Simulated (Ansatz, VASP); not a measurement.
**Cu in VASP and in Ansatz**

```
CELL_PARAMETERS angstrom
0.00000 1.77037 1.77037
1.77037 0.00000 1.77037
1.77037 1.77037 0.00000
ATOMIC_POSITIONS crystal
Cu 0.00000 0.00000 0.00000
```

Alike in both runs: task single point; functional r2SCAN; k mesh 20 × 20 × 20; occupations gaussian, width 0.1 eV; no spin polarisation.

```csv
,VASP,Ansatz
version,VASP 6.6.1,Ansatz 0.2.0
potentials or method,"VASP PAW PBE potentials, release 64 (Cu)","scalar-relativistic, plane waves, PAW"
plane-wave cutoff (eV),520,500
valence electrons in the cell,11,19
```

VASP gave:

```
gap on the k mesh at the Fermi level (eV) : none
pressure (GPa)                            : 6.0
```

Problem. What did Ansatz give for the same quantities?

Solution. gap on the k mesh at the Fermi level (eV): none; pressure (GPa): 5.3.

A gap of «none» marks a metal or a gap that the smearing closes. The two sets of potentials don't hold the same shells in valence.

Caveats: the PAW data sets were made with another functional, which shifts forces and pressure a little (VASP).
